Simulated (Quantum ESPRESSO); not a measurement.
# BN in Quantum ESPRESSO: the effect of functional

BN:

```
N B
1.0
     2.55394    0.00000    0.00000
    -1.27697    2.21178    0.00000
     0.00000    0.00000    4.22685
N B
2 2
Direct
  0.33333 0.66667 0.12528
  0.66667 0.33333 0.62528
  0.33333 0.66667 0.49972
  0.66667 0.33333 0.99972
```

Measurements of this composition are mostly on another form, of space group No. 194.

Alike in all runs:

```yaml
Program: Quantum ESPRESSO 7.5
Task: dielectric tensor
Cutoff: 612 eV
Density_cutoff: 4898 eV
k_mesh: 8 × 8 × 4, shifted
Occupations: fermi-dirac, width 0.05 eV
Spin: no spin polarisation
```

```tsv
functional	potentials or basis	pressure (GPa)	dielectric constant (mean)
LDA	GBRV 1.5 LDA	?	?
PBEsol	GBRV 1.5 PBEsol	-5.4	4.66
WC	GBRV 1.5 PBE	-4.9	4.67
BLYP	GBRV 1.5 PBE	9.0	4.52
AM05	GBRV 1.5 PBE	-5.9	4.68
```

Problem. What does the run with functional LDA give?

Solution. Pressure -12.5 GPa; dielectric constant 4.62 mean.

Caveats: the cell is more than 3 GPa from zero pressure, which shifts response properties; the potentials were made for another functional, which shifts forces and pressure (some runs).

Runs at the PBE level aren't shown here.
